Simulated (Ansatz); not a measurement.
**Deforming Ag**

```xyz
4
Lattice="2.8862 0.0000 0.0000 -1.4431 2.4995 0.0000 0.0000 0.0000 10.0000" Properties=species:S:1:pos:R:3 pbc="T T T"
Ag    0.0000    1.6663    2.5000
Ag    1.4431    0.8332    7.5000
Ag    0.0000    0.0000    0.0000
Ag    0.0000    0.0000    5.0000
```

Atom numbers follow the list: Ag1, Ag2, Ag3, Ag4.

The conventional cell has a = 2.886 Å, b = 2.886 Å, c = 10.000 Å, α = 90.00°, β = 90.00°, γ = 120.00°. Around Ag (atom 1) lie 12 Ag at 2.89 to 3.00 Å. Around Ag (atom 3) lie 12 Ag at 2.89 to 3.00 Å.

The cell comes from COD entry 1509194, which wasn't checked; take it as a given geometry.

Theory: Ansatz 0.2.0, DFT, PBE, all-electron LAPW, scalar-relativistic.

The runs use a Γ-centred 14×14×4 k mesh, Fermi–Dirac smearing of 0.08 eV, basis error target 0.5 meV/atom, no spin polarisation.

The unchanged cell is at -0.38 GPa.

In a metal, stresses and small energies carry noise from the k mesh.

x, y and z are the Cartesian axes of the cell as listed; fractional coordinates follow a strain, and an engineering shear is twice the off-diagonal strain component.

Q: One change gave: energy change under 1 meV/atom; stress change (xx, yy, zz, yz, xz, xy) 0.01, 0.01, 0.01, 0.15, 0.15, 0.28 GPa, compression positive. Which change was it?
A. equal xy, yz and zx engineering shear strains of +2 %
B. equal xy, yz and zx engineering shear strains of +3 %
C. equal xy, yz and zx engineering shear strains of -1 %
D. equal xy, yz and zx engineering shear strains of +1 %
E. equal xy, yz and zx engineering shear strains of -3 %
F. equal xy, yz and zx engineering shear strains of -2 %

A: C. For equal xy, yz and zx engineering shear strains of -2 %: energy change +1 meV/atom; stress change (xx, yy, zz, yz, xz, xy) 0.05, 0.06, 0.05, 0.31, 0.31, 0.58 GPa, compression positive; change of the force on Ag1 (-0.014, 0.000, -0.003) eV/Å. For equal xy, yz and zx engineering shear strains of +1 %: energy change under 1 meV/atom; stress change (xx, yy, zz, yz, xz, xy) 0.01, 0.01, 0.01, -0.16, -0.16, -0.29 GPa, compression positive. For equal xy, yz and zx engineering shear strains of +3 %: energy change +3 meV/atom; stress change (xx, yy, zz, yz, xz, xy) 0.09, 0.16, 0.12, -0.52, -0.52, -0.93 GPa, compression positive. For equal xy, yz and zx engineering shear strains of -3 %: energy change +3 meV/atom; stress change (xx, yy, zz, yz, xz, xy) 0.10, 0.15, 0.14, 0.46, 0.46, 0.87 GPa, compression positive; change of the force on Ag1 (-0.024, 0.000, -0.007) eV/Å. For equal xy, yz and zx engineering shear strains of +2 %: energy change +1 meV/atom; stress change (xx, yy, zz, yz, xz, xy) 0.05, 0.06, 0.04, -0.34, -0.34, -0.60 GPa, compression positive.
